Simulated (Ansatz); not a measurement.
**KBr: changing the functional**

```cif
data_structure
_symmetry_space_group_name_H-M 'Fm-3m'
_symmetry_Int_Tables_number 225
_cell_length_a 6.6000
_cell_length_b 6.6000
_cell_length_c 6.6000
_cell_angle_alpha 90.000
_cell_angle_beta 90.000
_cell_angle_gamma 90.000
_cell_volume 287.50
loop_
_atom_site_label
_atom_site_type_symbol
_atom_site_symmetry_multiplicity
_atom_site_Wyckoff_symbol
_atom_site_fract_x
_atom_site_fract_y
_atom_site_fract_z
_atom_site_occupancy
Br1 Br 4 b 0.50000 0.00000 0.00000 1
K1 K 4 a 0.00000 0.00000 0.00000 1
```

Kept alike: task single point; k mesh 6 × 6 × 6; occupations fermi-dirac, width 0.05 eV; no spin polarisation. Program: Ansatz, PAW datasets made for the crystal. Cutoffs run from 200 to 220 eV. The mesh is that of the run's cell of 2 atoms. No spin-orbit coupling.

| run | band gap (eV) |
| --- | --- |
| A | 6.315 |
| B | 5.604 |
| C | 4.435 |

Spin-orbit coupling, left out here, moves the band edges of heavy atoms and can close or invert small gaps. A gap read on the mesh alone can miss an edge between its points.

Question: The runs differ in the functional (and the cutoff that goes with it) alone: HSE06; PBE; PBE0. Which run is which?

Answer: Run A is PBE0; run B is HSE06; run C is PBE. The band gap runs from 4.435 (PBE) to 6.315 eV (PBE0). From PBE: HSE06 +1.169; PBE0 +1.880.
